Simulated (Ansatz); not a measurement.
# MoS2 (P-3m1) in Ansatz: notebook

The runs below take MoS2 through band structure, with PBEsol.

Everything below comes from runs of Ansatz 0.2.0. Logs are shortened: lines on timing, memory, paths and dates and some standing lists are left out, and cuts for length are marked.

## Step 1: The crystal as given

The structure is trigonal, space group P-3m1 (No. 164). The conventional cell has a = 3.227 Å, b = 3.227 Å, c = 6.312 Å, α = 90.00°, β = 90.00°, γ = 120.00°. Mo (site symmetry -3m) is surrounded by 6 S at 2.42 Å. Around S (site symmetry 3m) lie 3 Mo at 2.42 Å.

Measurements of this composition are mostly on another form, of space group No. 194.

## Step 2: Band structure, PBEsol, 18.22 Å³/atom

The input, input.yaml:

```yaml
crystal:
  lattice:
    - [3.2274645616, 0.0, 0.0]
    - [-1.6137322808, 2.7950663001, 0.0]
    - [0.0, 0.0, 6.0599744832]
  atoms:
    - { symbol: Mo, position: [0.0, 0.0, 0.5] }
    - { symbol: S, position: [0.6666666667, 0.3333333333, 0.74468068] }
    - { symbol: S, position: [0.3333333333, 0.6666666667, 0.25531932] }
hamiltonian:
  xc: pbesol
  pseudopotentials: { kind: paw }
kpoints:
  mp_grid: { grid: [8, 8, 4] }
  band_path:
    path:
      - [[0.0, 0.0, 0.0], [0.5, 0.0, 0.0], [0.3333333333, 0.3333333333, 0.0], [0.0, 0.0, 0.0], [0.0, 0.0, 0.5], [0.5, 0.0, 0.5], [0.3333333333, 0.3333333333, 0.5], [0.0, 0.0, 0.5]]
      - [[0.5, 0.0, 0.5], [0.5, 0.0, 0.0]]
      - [[0.3333333333, 0.3333333333, 0.0], [0.3333333333, 0.3333333333, 0.5]]
    npoints: 14
scf:
  occupations: { method: fermi_dirac, width: 0.05 }
  n_extra_bands: 7
output:
  forces: true
  stress: true
  eigenvalues: true
  fatbands: true
```

Potentials or basis: Ansatz PAW.

Started as:

```sh
ansatz run input.yaml --threads 2 --pin off --max-ram 5632MiB --backend cpu --events-out ev --progress --plain --runs-dir out
```

Output:

```text
Warning: RAYON_NUM_THREADS=2 ignored (pool sized by the plan → 2); use --threads N
scf.n_extra_bands = 7 over 13 filled bands (N_el = 26.0): the run solves 20 bands
Engine: ansatz 0.2.0, aarch64-unknown-linux-gnu
Pseudopotentials: kind: paw
Pseudopotential: Mo, paw, valence charge 14, recommended cutoff 420 eV (normal), Mo.paw.azcp
Pseudopotential: S, paw, valence charge 6, recommended cutoff 420 eV (normal), S.paw.azcp
Functional definition: PBEsol
  exchange = pbesol_x
  correlation = pbesol_c
Crystal: 3 atoms, lattice volume = 54.667 Å³
Basis set: ecut = 420 eV, 1077 PW (Γ), exchange–correlation on 48×48×90 points (8 copies of the dense FFT grid, shifted against one another)
Bands: 20, of which v1, the nominal top of the filled ones, is band 13 counted from 1 (12 counted from 0)
Symmetry: 12 space group operations
Space group: P-3m1 (ITA 164), of the structure as read, at distance tolerance 3.8e-5 Å
k-points: 35 of 256
Non-local potential: Mo, projectors of the file, l = 0: 3, l = 1: 2, l = 2: 2, l = 3: 1
Non-local potential: S, projectors of the file, l = 0: 2, l = 1: 2, l = 2: 2
PAW form: soft (Blöchl's): semilocal exchange-correlation on the pseudo side does not see the compensation charge
PAW frozen core: Mo, regenerated for the run's functional, and the local potential with it (the file was generated under x = pbe(κ = 0.804, μ = 0.2195149727645171), c = pbe(β = 0.06672455060314922))
PAW frozen core: S, regenerated for the run's functional, and the local potential with it (the file was generated under x = pbe(κ = 0.804, μ = 0.2195149727645171), c = pbe(β = 0.06672455060314922))
PAW one-centre angular grid: Mo, 590 points (default); XC on 64 Gauss nodes
PAW one-centre angular grid: S, 110 points (default); XC on 64 Gauss nodes
Initial density: superposition of atomic densities (neutral atoms: chi_scale 0, normalization atom), corrected by the library's trained network
Initial wavefunctions: pseudopotential atomic-orbital guess
Functional: x = pbesol(κ = 0.804, μ = 0.12345679012345678), c = pbesol(β = 0.046)
SCF iter   1: F=—  HF=-6669.250137 eV  |F-HF|=—  |Δ(HF+E_count)|=         —  Δρ=8.31e-3  dr2=2.25e-2  ethr=1.77e-3  ⟨swp⟩=5.9  Hψ=3814  notcnv=0  defer=5
preconditioner: auto → LDOS  [metal: Δε(μ)=0.051 eV  Ē_g=10.357 eV  σ=0.050 eV  W_gap=0.25  n_scr=10 (ndim 8)  ℏωp=21.3 eV  f_vac=0.018  D(μ)=1.17/eV (n_scr^D=2)  β→1.0]
SCF iter   2: F=—  HF=-6669.246333 eV  |F-HF|=—  |Δ(HF+E_count)|=   3.80e-3  Δρ=3.82e-3  dr2=7.91e-3  ethr=8.64e-5  ⟨swp⟩=2.1  Hψ=1593  notcnv=0  defer=38
SCF iter   3: F=—  HF=-6669.243723 eV  |F-HF|=—  |Δ(HF+E_count)|=   2.61e-3  Δρ=5.91e-4  dr2=2.68e-4  ethr=3.04e-5  ⟨swp⟩=2.0  Hψ=1033  notcnv=0  defer=38
SCF iter   4: F=—  HF=-6669.243668 eV  |F-HF|=—  |Δ(HF+E_count)|=   5.54e-5  Δρ=1.38e-4  dr2=9.83e-6  ethr=1.03e-6  ⟨swp⟩=2.0  Hψ=900  notcnv=0  defer=38
SCF iter   5: F=—  HF=-6669.243638 eV  |F-HF|=—  |Δ(HF+E_count)|=   2.93e-5  Δρ=2.21e-5  dr2=2.58e-7  ethr=3.78e-8  ⟨swp⟩=2.2  Hψ=996  notcnv=0  defer=38
SCF iter   6: F=-6669.243638 eV  HF=-6669.243638 eV  |F-HF|=5.95e-9  |Δ(HF+E_count)|=   6.74e-8  Δρ=5.29e-6  dr2=1.11e-8  ethr=3.85e-10  ⟨swp⟩=9.3  Hψ=3179  notcnv=0
SCF 1 converged in 6 iterations: F = -6669.243638 eV  dr2 = 1.11e-8
NSCF: frozen V_eff on 129 k-points
SCF converged after 6 iterations
Free energy (F): -6669.243638 eV
Harris-Foulkes:  -6669.243638 eV  (|F-HF|=5.95e-9)
Internal energy: -6669.233289 eV  (E = F + TS)
E sigma→0 (E₀):  -6669.238464 eV
Entropy (-TS):   -0.010349 eV (-3.450 meV/atom)
Fermi energy:    10.680036 eV
--- Per-component energies (eV) ---
  E_band       = -167.409590
  E_kinetic    = 657.007926
  E_local      = -2006.925520  (includes V_loc(G=0)·N_el)
  E_nonlocal   = 201.878526
  E_hartree    = 769.954613
  E_xc         = -375.506569
  E_vxc        = -404.347473  (∫ρ·V_xc dr)
  E_paw        = -4312.082275  (= ΣΔE_a)
  E_vpaw       = -154.935606  (= ΣTr[D̂ρ^β])
  E_aug_tail   = 0.000035  (compensation charges beyond the density's cutoff)
  E_ewald      = -1603.893223
  E_core_change = 0.333198  (= ΣΔE_core)
  E_smearing   = -0.010349  (= −TS)
  E_closure    = -0.000000  (closes the sum)
  Σ components = -6669.243638   (vs F -6669.243638, Δ=0.00e0)
--- Forces (eV/Å), atoms counted from 1 ---
  atom   1  Mo     0.00000000     0.00000000     0.00000000
  atom   2  S      0.00000000    -0.00000000     0.97600082
  atom   3  S     -0.00000000     0.00000000    -0.97600082
  max |Σ_I F_I| component: 4.63e-18 eV/Å
--- Stress (GPa, compression-positive) ---
        0.330948       0.000000       0.000000
        0.000000       0.330948       0.000000
        0.000000       0.000000       7.168217
  P = ⅓ Tr σ = 2.6100 GPa (26.100 kbar)
--- Band table (eV; the first three rows and the last of 35) ---
  k-point 0: bands = ["-51.0048", "-25.0799", "-25.0642", "-25.0642", "-4.3924", "-2.6744", "3.7284", "6.2215", "6.2215", "9.0539", "9.5688", "9.5688", "9.7512", "10.2459", "10.2459", "14.0790", "14.0790", "16.4172", "17.1114", "19.9152"]
  k-point 1: bands = ["-51.0048", "-25.0799", "-25.0642", "-25.0642", "-4.2919", "-2.8571", "4.1346", "6.2276", "6.2276", "7.8938", "9.5638", "9.5638", "10.2001", "10.2001", "10.5499", "14.1918", "14.1918", "16.3488", "17.8013", "19.9962"]
  k-point 2: bands = ["-51.0048", "-25.0799", "-25.0642", "-25.0642", "-4.1641", "-3.0625", "4.6862", "6.2337", "6.2337", "7.0078", "9.5589", "9.5589", "10.1557", "10.1557", "10.9203", "14.3069", "14.3069", "16.4087", "18.5304", "20.0371"]
  k-point 34: bands = ["-50.9686", "-25.3447", "-25.2517", "-25.0019", "-2.4184", "-2.0966", "4.4594", "4.9205", "5.8166", "6.5179", "6.6686", "7.3937", "10.4376", "11.3422", "11.5235", "13.8064", "15.0787", "17.2819", "18.4182", "19.2192"]
```

Wall time 3.4 s (2 threads of Arm Neoverse V2, shared host); peak memory 0.32 GiB.

Results:

```yaml
Free_energy: -6669.2436 eV
Pressure: 2.6 GPa
Largest_force: 0.976 eV/Å
Band_gap_on_the_k_mesh: none (metal or under the smearing width)
```

Caveat: this functional lacks dispersion, which binds the layers, so the pressure and a relaxed spacing across them are unreliable; the PAW data sets come from PBE, with cores solved anew for the run's functional, which leaves a small shift of forces and pressure.

## Step 3: Band structure, PBEsol, 18.60 Å³/atom

Edit input.yaml of step 2 so:

```diff
@@ -4,3 +4,3 @@
     - [-1.6137322808, 2.7950663001, 0.0]
-    - [0.0, 0.0, 6.0599744832]
+    - [0.0, 0.0, 6.1862239516]
   atoms:
@@ -27,2 +27,2 @@
   eigenvalues: true
-  fatbands: true
+  fatbands: false
```

Potentials or basis: Ansatz PAW.

Started as:

```sh
ansatz run input.yaml --threads 2 --pin off --max-ram 5632MiB --backend cpu --events-out ev --progress --plain --runs-dir out
```

Run time: 2.5 s. Hardware: 2 threads of Arm Neoverse V2, shared host; peak memory 0.33 GiB.

Results (log left out):

```yaml
Free_energy: -6669.2790 eV
Pressure: -0.5 GPa
Largest_force: 0.478 eV/Å
Band_gap_on_the_k_mesh: none (metal or under the smearing width)
```

Caveat: this functional lacks dispersion, which binds the layers, so the pressure and a relaxed spacing across them are unreliable; the PAW data sets come from PBE, with cores solved anew for the run's functional, which leaves a small shift of forces and pressure.
